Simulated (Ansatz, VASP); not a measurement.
## Pt: VASP beside Ansatz

INCAR

```
SYSTEM = Pt
ALGO = Normal ; EDIFF = 1E-6
EDIFFG = -0.01 ; ENCUT = 600
GGA = RE ; IBRION = 2
ISIF = 3 ; ISMEAR = -1
LASPH = .TRUE. ; LCHARG = .FALSE.
LREAL = .FALSE. ; LWAVE = .FALSE.
NELM = 60 ; NSW = 80
PREC = Accurate ; SIGMA = 0.1
```

File KPOINTS:

```
k-points
0
G
  13 13 7
  0 0 0
```

Contents of POSCAR:

```
Pt
1.0
    2.7740467412      0.0000000000      0.0000000000
   -1.3870233706      2.4023949491      0.0000000000
    0.0000000000      0.0000000000      4.5300183283
Pt
2
Direct
    0.3333333333      0.6666666667      0.2500000000
    0.6666666667      0.3333333333      0.7500000000
```

Input for Ansatz:

```yaml
crystal:
  lattice:
    - [2.7740467412, 0.0, 0.0]
    - [-1.3870233706, 2.4023949491, 0.0]
    - [0.0, 0.0, 4.5300183283]
  atoms:
    - { symbol: Pt, position: [0.3333333333, 0.6666666667, 0.25] }
    - { symbol: Pt, position: [0.6666666667, 0.3333333333, 0.75] }
hamiltonian:
  xc: revpbe
  pseudopotentials:
    kind: paw
    azcp:
      Pt: "pseudopotentials/Pt.paw.azcp"
basis:
  ecutwfc: 420
  fft_grid_basis: typed
kpoints:
  mp_grid: { grid: [13, 13, 7], shift: [0, 0, 0] }
magnetization:
  spin_polarized: false
scf:
  occupations: { method: fermi_dirac, width: 0.1 }
relax:
  max_steps: 60
  f_tol: 0.01
  cell: {}
```

The cell was built by a generator and needn't be a form met in nature.

Alike in both runs: task relaxation of cell and atoms; functional revPBE; k mesh 13 × 13 × 7; occupations fermi-dirac, width 0.1 eV; no spin polarisation.

```csv
,VASP,Ansatz
version,VASP 6.6.1,Ansatz 0.2.0
potentials or method,"VASP PAW PBE potentials, release 64 (Pt)","plane waves (420 eV) with PAW, scalar-relativistic"
plane-wave cutoff (eV),600,420
valence electrons in the cell,20,36
```

|  | VASP | Ansatz | Ansatz less VASP |
| --- | --- | --- | --- |
| relaxed volume (Å³/atom) | 15.94 | 15.97 | +0.030 |
| relaxed cell length with the largest relative difference (Å) | 4.773 | 4.779 | +0.0058 |
| energy change over the relaxation (meV/atom) | -48 | -51 | -2.8 |

The two sets of potentials don't hold the same shells in valence.

Caveats: the PAW data sets were made with another functional, which shifts forces and pressure a little (VASP). Spin-orbit coupling is left out, which matters for the levels of Pt.
